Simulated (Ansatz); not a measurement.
Runs of Ansatz 0.2.0 on Ag. It takes space group Fm-3m (No. 225, cubic). The conventional cell has a = 4.085 Å, b = 4.085 Å, c = 4.085 Å, α = 90.00°, β = 90.00°, γ = 90.00°. Ag (site symmetry m-3m) is surrounded by 12 Ag at 2.89 Å. 

```csv
task,level,cell,k mesh,cutoff (eV),mesh quality,gap on the mesh (eV),pressure (GPa),relaxed volume (Å³/atom)
projected density of states,LDA,as given,6 × 6 × 6,420,coarse,none,-6.5,-
projected density of states,RPBE,as given,6 × 6 × 6,420,coarse,none,(b),-
relaxation of cell and atoms,PBE+D4,relaxed,11 × 11 × 11,420,not flagged,none,0.0,(c)
projected density of states,revPBE,as given,6 × 6 × 6,420,coarse,none,8.4,-
projected density of states,r2SCAN,as given,6 × 6 × 6,500,coarse,none,(a),-
projected density of states,PBEsol,as given,6 × 6 × 6,420,coarse,none,-1.8,-
relaxation of cell and atoms,PBE+D3(BJ)-ATM,relaxed,11 × 11 × 11,420,not flagged,none,0.0,17.03
projected density of states,PBE,as given,6 × 6 × 6,420,coarse,none,5.5,-
```

Alike in all rows: potentials or basis Ansatz PAW; no spin polarisation; smearing fermi-dirac 0.05 eV.

Task: Fill in the values left out.

Result: (a) 2.3; (b) 9.6; (c) 16.96.

Caveats: some runs use coarse meshes; the density of states is complete only up to the lowest level of the last band computed (some runs); the PAW data sets come from PBE, with cores solved anew for the run's functional, which leaves a small shift of forces and pressure (some runs); the plane-wave basis is chosen anew once the cell has moved, so the energies of steps on either side of that aren't comparable (some runs); pairwise dispersion overbinds metals, which lowers pressure and volume (some runs).

A k mesh can miss the band edges, and the runs leave out spin-orbit coupling on Ag.

A gap of «none» marks a metal or a gap under the smearing width.
